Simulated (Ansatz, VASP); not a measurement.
Two plane-wave programs on MgI2

```
Mg I
1.0
     4.16183    0.00000    0.00000
    -2.08091    3.60425    0.00000
     0.00000    0.00000    7.72747
Mg I
1 2
Direct
  0.00000 0.00000 0.00000
  0.33333 0.66667 0.79355
  0.66667 0.33333 0.20645
```

Alike in both runs: task single point; functional PBE; k mesh 6 × 6 × 4; occupations gaussian, width 0.05 eV; no spin polarisation.

|  | VASP | Ansatz |
| --- | --- | --- |
| version | VASP 6.6.1 | Ansatz 0.2.0 |
| potentials or method | VASP PAW PBE potentials, release 64 (Mg, I) | scalar-relativistic, plane waves, PAW |
| plane-wave cutoff (eV) | 520 | 520 |
| valence electrons in the cell | 16 | 44 |

```csv
,VASP,Ansatz,Ansatz less VASP
gap on the k mesh at the Fermi level (eV),3.75,3.76,+0.017
least direct gap on the mesh (eV),3.98,3.99,+0.013
pressure (GPa),1.7,1.8,+0.05
largest component of the traceless stress (GPa),0.39,0.38,-0.008
rms of the force components (eV/Å),0.226,0.230,+0.0044
```

Atom by atom the forces differ by 0.004 eV/Å (rms over components). The two sets of potentials don't hold the same shells in valence.

Caveats: spin-orbit coupling is left out, which moves the levels of the heavy elements; this functional lacks dispersion, which binds the layers, so the pressure and a relaxed spacing across them are unreliable. A k mesh can miss the band edges.
